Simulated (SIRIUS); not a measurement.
# CdS (Hawleyite) (F-43m) in SIRIUS: a series of runs, part 3 of 4

SIRIUS 7.12.0. The steps go on from the part before.

## Step 5: Equation of state, LDA, 24.31 Å³/atom (volume scaled by 0.98)

Input file sirius.json:

```json
{
  "control": {
    "processing_unit": "cpu",
    "std_evp_solver_name": "lapack",
    "gen_evp_solver_name": "lapack",
    "verbosity": 2,
    "print_forces": false,
    "ortho_rf": true,
    "use_second_variation": true,
    "rmt_max": 3.0,
    "num_bands_to_print": 24,
    "save_wf": true
  },
  "parameters": {
    "electronic_structure_method": "full_potential_lapwlo",
    "xc_functionals": ["XC_LDA_X", "XC_LDA_C_PW"],
    "core_relativity": "dirac",
    "valence_relativity": "iora",
    "num_fv_states": 24,
    "smearing": "fermi_dirac",
    "smearing_width": 0.0018374661,
    "pw_cutoff": 20,
    "gk_cutoff": 3.58,
    "lmax_apw": 10,
    "lmax_rho": 8,
    "lmax_pot": 8,
    "num_mag_dims": 0,
    "auto_rmt": 0,
    "ngridk": [8, 8, 8],
    "shiftk": [0, 0, 0],
    "num_dft_iter": 80,
    "energy_tol": 1e-07,
    "density_tol": 1e-05,
    "use_symmetry": true
  },
  "settings": {"tol_ne": 1e-10},
  "iterative_solver": {"type": "exact"},
  "mixer": {"type": "anderson", "beta": 0.5, "max_history": 8},
  "unit_cell": {
    "lattice_vectors": [[0.0, 5.4743959585, 5.4743959585], [5.4743959585, 0.0, 5.4743959585], [5.4743959585, 5.4743959585, 0.0]],
    "atom_types": ["Cd", "S"],
    "atom_files": {"Cd": "Cd.json", "S": "S.json"},
    "atoms": {"Cd": [[0.0, 0.0, 0.0]], "S": [[0.75, 0.75, 0.75]]}
  }
}
```

Input file Cd.json:

```json
{
  "name": "cadmium",
  "symbol": "Cd",
  "number": 48,
  "mass": 112.411,
  "rmin": 1e-06,
  "rmt": 2.42,
  "nrmt": 800,
  "rinf": 14.45,
  "core": "1s2s2p3s3p3d",
  "valence": [
    {"basis": [{"enu": -0.09, "dme": 0, "n": 0, "auto": 0}, {"enu": -0.09, "dme": 1, "n": 0, "auto": 0}]},
    {"l": 0, "n": 1, "basis": [{"enu": 0.01, "dme": 0, "n": 0, "auto": 0}]},
    {"l": 1, "n": 2, "basis": [{"enu": 0.01, "dme": 0, "n": 0, "auto": 0}]},
    {"l": 2, "n": 3, "basis": [{"enu": -0.0502, "dme": 0, "n": 0, "auto": 0}]},
    {"l": 3, "n": 4, "basis": [{"enu": 0.01, "dme": 0, "n": 0, "auto": 0}]}
  ],
  "lo": [
    {"l": 0, "basis": [{"enu": 0.01, "dme": 0, "n": 0, "auto": 0}, {"enu": 0.01, "dme": 1, "n": 0, "auto": 0}]},
    {
      "l": 0,
      "basis": [{"enu": -3.6489, "dme": 0, "n": 4, "auto": 1}, {"enu": -3.6489, "dme": 1, "n": 4, "auto": 1}]
    },
    {
      "l": 0,
      "basis": [{"enu": -3.6489, "dme": 1, "n": 4, "auto": 1}, {"enu": 0.01, "dme": 0, "n": 0, "auto": 0}]
    },
    {"l": 0, "basis": [{"enu": 0.01, "dme": 0, "n": 0, "auto": 0}, {"enu": 2.7421, "dme": 0, "n": 0, "auto": 0}]},
    {"l": 1, "basis": [{"enu": 0.01, "dme": 0, "n": 0, "auto": 0}, {"enu": 0.01, "dme": 1, "n": 0, "auto": 0}]},
    {
      "l": 1,
      "basis": [{"enu": -2.2296, "dme": 0, "n": 4, "auto": 1}, {"enu": -2.2296, "dme": 1, "n": 4, "auto": 1}]
    },
    {
      "l": 1,
      "basis": [{"enu": -2.2296, "dme": 1, "n": 4, "auto": 1}, {"enu": 0.01, "dme": 0, "n": 0, "auto": 0}]
    },
    {"l": 1, "basis": [{"enu": 0.01, "dme": 0, "n": 0, "auto": 0}, {"enu": 3.1519, "dme": 0, "n": 0, "auto": 0}]},
    {
      "l": 2,
      "basis": [{"enu": -0.0502, "dme": 0, "n": 0, "auto": 0}, {"enu": -0.0502, "dme": 1, "n": 0, "auto": 0}]
    },
    {
      "l": 2,
      "basis": [{"enu": -0.0502, "dme": 1, "n": 0, "auto": 0}, {"enu": -0.0502, "dme": 2, "n": 0, "auto": 0}]
    },
    {
      "l": 2,
      "basis": [{"enu": -0.0502, "dme": 0, "n": 0, "auto": 0}, {"enu": 2.6136, "dme": 0, "n": 0, "auto": 0}]
    },
    {"l": 3, "basis": [{"enu": 0.01, "dme": 0, "n": 0, "auto": 0}, {"enu": 0.01, "dme": 1, "n": 0, "auto": 0}]},
    {"l": 3, "basis": [{"enu": 0.01, "dme": 0, "n": 0, "auto": 0}, {"enu": 2.9811, "dme": 0, "n": 0, "auto": 0}]}
  ],
  "free_atom": [... radial grid and density of the free atom, the start of the SCF ...]
}
```

Input file S.json:

```json
{
  "name": "sulphur",
  "symbol": "S",
  "number": 16,
  "mass": 32.065,
  "rmin": 1e-06,
  "rmt": 2.18,
  "nrmt": 800,
  "rinf": 13.52,
  "core": "1s",
  "valence": [
    {"basis": [{"enu": -0.09, "dme": 0, "n": 0, "auto": 0}, {"enu": -0.09, "dme": 1, "n": 0, "auto": 0}]},
    {"l": 0, "n": 1, "basis": [{"enu": -0.1266, "dme": 0, "n": 0, "auto": 0}]},
    {"l": 1, "n": 2, "basis": [{"enu": 0.01, "dme": 0, "n": 0, "auto": 0}]},
    {"l": 2, "n": 3, "basis": [{"enu": 0.01, "dme": 0, "n": 0, "auto": 0}]},
    {"l": 3, "n": 4, "basis": [{"enu": 0.01, "dme": 0, "n": 0, "auto": 0}]}
  ],
  "lo": [
    {
      "l": 0,
      "basis": [{"enu": -0.1266, "dme": 0, "n": 0, "auto": 0}, {"enu": -0.1266, "dme": 1, "n": 0, "auto": 0}]
    },
    {
      "l": 0,
      "basis": [{"enu": -0.1266, "dme": 1, "n": 0, "auto": 0}, {"enu": -0.1266, "dme": 2, "n": 0, "auto": 0}]
    },
    {
      "l": 0,
      "basis": [{"enu": -7.4663, "dme": 0, "n": 2, "auto": 1}, {"enu": -7.4663, "dme": 1, "n": 2, "auto": 1}]
    },
    {
      "l": 0,
      "basis": [{"enu": -0.1266, "dme": 0, "n": 0, "auto": 0}, {"enu": 2.3984, "dme": 0, "n": 0, "auto": 0}]
    },
    {"l": 1, "basis": [{"enu": 0.01, "dme": 0, "n": 0, "auto": 0}, {"enu": 0.01, "dme": 1, "n": 0, "auto": 0}]},
    {
      "l": 1,
      "basis": [{"enu": -5.4782, "dme": 0, "n": 2, "auto": 1}, {"enu": -5.4782, "dme": 1, "n": 2, "auto": 1}]
    },
    {
      "l": 1,
      "basis": [{"enu": -5.4782, "dme": 1, "n": 2, "auto": 1}, {"enu": 0.01, "dme": 0, "n": 0, "auto": 0}]
    },
    {"l": 1, "basis": [{"enu": 0.01, "dme": 0, "n": 0, "auto": 0}, {"enu": 3.8817, "dme": 0, "n": 0, "auto": 0}]},
    {"l": 2, "basis": [{"enu": 0.01, "dme": 0, "n": 0, "auto": 0}, {"enu": 0.01, "dme": 1, "n": 0, "auto": 0}]},
    {"l": 2, "basis": [{"enu": 0.01, "dme": 1, "n": 0, "auto": 0}, {"enu": 0.01, "dme": 2, "n": 0, "auto": 0}]},
    {"l": 2, "basis": [{"enu": 0.01, "dme": 0, "n": 0, "auto": 0}, {"enu": 3.2926, "dme": 0, "n": 0, "auto": 0}]},
    {"l": 3, "basis": [{"enu": 0.01, "dme": 0, "n": 0, "auto": 0}, {"enu": 0.01, "dme": 1, "n": 0, "auto": 0}]}
  ],
  "free_atom": [... radial grid and density of the free atom, the start of the SCF ...]
}
```

Input file sirius_start.json:

```json
{
  "control": {
    "processing_unit": "cpu",
    "std_evp_solver_name": "lapack",
    "gen_evp_solver_name": "lapack",
    "verbosity": 1,
    "print_forces": false,
    "ortho_rf": true,
    "use_second_variation": true,
    "rmt_max": 3.0,
    "num_bands_to_print": 24,
    "save_wf": false
  },
  "parameters": {
    "electronic_structure_method": "full_potential_lapwlo",
    "xc_functionals": ["XC_LDA_X", "XC_LDA_C_PW"],
    "core_relativity": "dirac",
    "valence_relativity": "iora",
    "num_fv_states": 24,
    "smearing": "fermi_dirac",
    "smearing_width": 0.0055123983,
    "pw_cutoff": 20,
    "gk_cutoff": 2.86,
    "lmax_apw": 10,
    "lmax_rho": 8,
    "lmax_pot": 8,
    "num_mag_dims": 0,
    "auto_rmt": 0,
    "ngridk": [3, 3, 3],
    "shiftk": [0, 0, 0],
    "num_dft_iter": 30,
    "energy_tol": 0.01,
    "density_tol": 0.05,
    "use_symmetry": true
  },
  "settings": {"tol_ne": 1e-10},
  "iterative_solver": {"type": "exact"},
  "mixer": {"type": "anderson", "beta": 0.5, "max_history": 8},
  "unit_cell": {
    "lattice_vectors": [[0.0, 5.4743959585, 5.4743959585], [5.4743959585, 0.0, 5.4743959585], [5.4743959585, 5.4743959585, 0.0]],
    "atom_types": ["Cd", "S"],
    "atom_files": {"Cd": "Cd.json", "S": "S.json"},
    "atoms": {"Cd": [[0.0, 0.0, 0.0]], "S": [[0.75, 0.75, 0.75]]}
  }
}
```

Command:

```sh
> OMP_NUM_THREADS=1 sirius.scf --input=sirius_start.json --output=start.json
> OMP_NUM_THREADS=1 sirius.scf --input=sirius.json --output=output.json --task=1
```

It took 88 s on 1 thread of Arm Neoverse N1, shared host; peak memory 0.46 GiB.

It converged, with:

```
Free energy                                       : -162970.4573 eV
Band gap on the k mesh                            : 0.90 eV, direct
All electrons inside the program's atomic spheres : Cd 46.30; S 14.47 (radii Cd 2.42, S 2.18 bohr)
```

## Step 6: Equation of state, LDA, 24.81 Å³/atom

Changes to sirius.json since step 5:

```diff
@@ -39,3 +39,3 @@
   "unit_cell": {
-    "lattice_vectors": [[0.0, 5.4743959585, 5.4743959585], [5.4743959585, 0.0, 5.4743959585], [5.4743959585, 5.4743959585, 0.0]],
+    "lattice_vectors": [[0.0, 5.5113862425, 5.5113862425], [5.5113862425, 0.0, 5.5113862425], [5.5113862425, 5.5113862425, 0.0]],
     "atom_types": ["Cd", "S"],
```

Cd.json is that of step 5.

S.json is that of step 5.

Changes to sirius_start.json since step 5:

```diff
@@ -39,3 +39,3 @@
   "unit_cell": {
-    "lattice_vectors": [[0.0, 5.4743959585, 5.4743959585], [5.4743959585, 0.0, 5.4743959585], [5.4743959585, 5.4743959585, 0.0]],
+    "lattice_vectors": [[0.0, 5.5113862425, 5.5113862425], [5.5113862425, 0.0, 5.5113862425], [5.5113862425, 5.5113862425, 0.0]],
     "atom_types": ["Cd", "S"],
```

Potentials or basis: all-electron FP-LAPW, apw+lo standard.

Command:

```sh
> OMP_NUM_THREADS=1 sirius.scf --input=sirius_start.json --output=start.json
> OMP_NUM_THREADS=1 sirius.scf --input=sirius.json --output=output.json --task=1
```

Run time: 82 s. Hardware: 1 thread of Arm Neoverse N1, shared host; peak memory 0.46 GiB.

Results (log left out):

| Property | Result |
| --- | --- |
| Free energy | -162970.4469 eV |
| Band gap on the k mesh | 0.86 eV, direct |
| All electrons inside the program's atomic spheres | Cd 46.28; S 14.45 (radii Cd 2.42, S 2.18 bohr) |

## Step 7: Equation of state, LDA, 25.30 Å³/atom (volume scaled by 1.02)

Changes to sirius.json since step 6:

```diff
@@ -39,3 +39,3 @@
   "unit_cell": {
-    "lattice_vectors": [[0.0, 5.5113862425, 5.5113862425], [5.5113862425, 0.0, 5.5113862425], [5.5113862425, 5.5113862425, 0.0]],
+    "lattice_vectors": [[0.0, 5.5478865528, 5.5478865528], [5.5478865528, 0.0, 5.5478865528], [5.5478865528, 5.5478865528, 0.0]],
     "atom_types": ["Cd", "S"],
```

Input file Cd.json:

```json
{
  "name": "cadmium",
  "symbol": "Cd",
  "number": 48,
  "mass": 112.411,
  "rmin": 1e-06,
  "rmt": 2.42,
  "nrmt": 800,
  "rinf": 14.45,
  "core": "1s2s2p3s3p3d",
  "valence": [
    {"basis": [{"enu": -0.1, "dme": 0, "n": 0, "auto": 0}, {"enu": -0.1, "dme": 1, "n": 0, "auto": 0}]},
    {"l": 0, "n": 1, "basis": [{"enu": 0.0, "dme": 0, "n": 0, "auto": 0}]},
    {"l": 1, "n": 2, "basis": [{"enu": 0.0, "dme": 0, "n": 0, "auto": 0}]},
    {"l": 2, "n": 3, "basis": [{"enu": -0.0602, "dme": 0, "n": 0, "auto": 0}]},
    {"l": 3, "n": 4, "basis": [{"enu": 0.0, "dme": 0, "n": 0, "auto": 0}]}
  ],
  "lo": [
    {"l": 0, "basis": [{"enu": 0.0, "dme": 0, "n": 0, "auto": 0}, {"enu": 0.0, "dme": 1, "n": 0, "auto": 0}]},
    {
      "l": 0,
      "basis": [{"enu": -3.6589, "dme": 0, "n": 4, "auto": 1}, {"enu": -3.6589, "dme": 1, "n": 4, "auto": 1}]
    },
    {"l": 0, "basis": [{"enu": -3.6589, "dme": 1, "n": 4, "auto": 1}, {"enu": 0.0, "dme": 0, "n": 0, "auto": 0}]},
    {"l": 0, "basis": [{"enu": 0.0, "dme": 0, "n": 0, "auto": 0}, {"enu": 2.7321, "dme": 0, "n": 0, "auto": 0}]},
    {"l": 1, "basis": [{"enu": 0.0, "dme": 0, "n": 0, "auto": 0}, {"enu": 0.0, "dme": 1, "n": 0, "auto": 0}]},
    {
      "l": 1,
      "basis": [{"enu": -2.2396, "dme": 0, "n": 4, "auto": 1}, {"enu": -2.2396, "dme": 1, "n": 4, "auto": 1}]
    },
    {"l": 1, "basis": [{"enu": -2.2396, "dme": 1, "n": 4, "auto": 1}, {"enu": 0.0, "dme": 0, "n": 0, "auto": 0}]},
    {"l": 1, "basis": [{"enu": 0.0, "dme": 0, "n": 0, "auto": 0}, {"enu": 3.1419, "dme": 0, "n": 0, "auto": 0}]},
    {
      "l": 2,
      "basis": [{"enu": -0.0602, "dme": 0, "n": 0, "auto": 0}, {"enu": -0.0602, "dme": 1, "n": 0, "auto": 0}]
    },
    {
      "l": 2,
      "basis": [{"enu": -0.0602, "dme": 1, "n": 0, "auto": 0}, {"enu": -0.0602, "dme": 2, "n": 0, "auto": 0}]
    },
    {
      "l": 2,
      "basis": [{"enu": -0.0602, "dme": 0, "n": 0, "auto": 0}, {"enu": 2.6036, "dme": 0, "n": 0, "auto": 0}]
    },
    {"l": 3, "basis": [{"enu": 0.0, "dme": 0, "n": 0, "auto": 0}, {"enu": 0.0, "dme": 1, "n": 0, "auto": 0}]},
    {"l": 3, "basis": [{"enu": 0.0, "dme": 0, "n": 0, "auto": 0}, {"enu": 2.9711, "dme": 0, "n": 0, "auto": 0}]}
  ],
  "free_atom": [... radial grid and density of the free atom, the start of the SCF ...]
}
```

Input file S.json:

```json
{
  "name": "sulphur",
  "symbol": "S",
  "number": 16,
  "mass": 32.065,
  "rmin": 1e-06,
  "rmt": 2.18,
  "nrmt": 800,
  "rinf": 13.52,
  "core": "1s",
  "valence": [
    {"basis": [{"enu": -0.1, "dme": 0, "n": 0, "auto": 0}, {"enu": -0.1, "dme": 1, "n": 0, "auto": 0}]},
    {"l": 0, "n": 1, "basis": [{"enu": -0.1366, "dme": 0, "n": 0, "auto": 0}]},
    {"l": 1, "n": 2, "basis": [{"enu": 0.0, "dme": 0, "n": 0, "auto": 0}]},
    {"l": 2, "n": 3, "basis": [{"enu": 0.0, "dme": 0, "n": 0, "auto": 0}]},
    {"l": 3, "n": 4, "basis": [{"enu": 0.0, "dme": 0, "n": 0, "auto": 0}]}
  ],
  "lo": [
    {
      "l": 0,
      "basis": [{"enu": -0.1366, "dme": 0, "n": 0, "auto": 0}, {"enu": -0.1366, "dme": 1, "n": 0, "auto": 0}]
    },
    {
      "l": 0,
      "basis": [{"enu": -0.1366, "dme": 1, "n": 0, "auto": 0}, {"enu": -0.1366, "dme": 2, "n": 0, "auto": 0}]
    },
    {
      "l": 0,
      "basis": [{"enu": -7.4763, "dme": 0, "n": 2, "auto": 1}, {"enu": -7.4763, "dme": 1, "n": 2, "auto": 1}]
    },
    {
      "l": 0,
      "basis": [{"enu": -0.1366, "dme": 0, "n": 0, "auto": 0}, {"enu": 2.3884, "dme": 0, "n": 0, "auto": 0}]
    },
    {"l": 1, "basis": [{"enu": 0.0, "dme": 0, "n": 0, "auto": 0}, {"enu": 0.0, "dme": 1, "n": 0, "auto": 0}]},
    {
      "l": 1,
      "basis": [{"enu": -5.4882, "dme": 0, "n": 2, "auto": 1}, {"enu": -5.4882, "dme": 1, "n": 2, "auto": 1}]
    },
    {"l": 1, "basis": [{"enu": -5.4882, "dme": 1, "n": 2, "auto": 1}, {"enu": 0.0, "dme": 0, "n": 0, "auto": 0}]},
    {"l": 1, "basis": [{"enu": 0.0, "dme": 0, "n": 0, "auto": 0}, {"enu": 3.8717, "dme": 0, "n": 0, "auto": 0}]},
    {"l": 2, "basis": [{"enu": 0.0, "dme": 0, "n": 0, "auto": 0}, {"enu": 0.0, "dme": 1, "n": 0, "auto": 0}]},
    {"l": 2, "basis": [{"enu": 0.0, "dme": 1, "n": 0, "auto": 0}, {"enu": 0.0, "dme": 2, "n": 0, "auto": 0}]},
    {"l": 2, "basis": [{"enu": 0.0, "dme": 0, "n": 0, "auto": 0}, {"enu": 3.2826, "dme": 0, "n": 0, "auto": 0}]},
    {"l": 3, "basis": [{"enu": 0.0, "dme": 0, "n": 0, "auto": 0}, {"enu": 0.0, "dme": 1, "n": 0, "auto": 0}]}
  ],
  "free_atom": [... radial grid and density of the free atom, the start of the SCF ...]
}
```

Changes to sirius_start.json since step 6:

```diff
@@ -39,3 +39,3 @@
   "unit_cell": {
-    "lattice_vectors": [[0.0, 5.5113862425, 5.5113862425], [5.5113862425, 0.0, 5.5113862425], [5.5113862425, 5.5113862425, 0.0]],
+    "lattice_vectors": [[0.0, 5.5478865528, 5.5478865528], [5.5478865528, 0.0, 5.5478865528], [5.5478865528, 5.5478865528, 0.0]],
     "atom_types": ["Cd", "S"],
```

Command:

```sh
> OMP_NUM_THREADS=1 sirius.scf --input=sirius_start.json --output=start.json
> OMP_NUM_THREADS=1 sirius.scf --input=sirius.json --output=output.json --task=1
```

It took 76 s on 1 thread of Arm Neoverse N1, shared host; peak memory 0.46 GiB.

The run converged. Its results:

```yaml
Free_energy: -162970.4277 eV
Band_gap_on_the_k_mesh: 0.82 eV, direct
All_electrons_inside_the_program's_atomic_spheres: Cd 46.27; S 14.44 (radii Cd 2.42, S 2.18 bohr)
```

(Continued in part 4 of 4.)
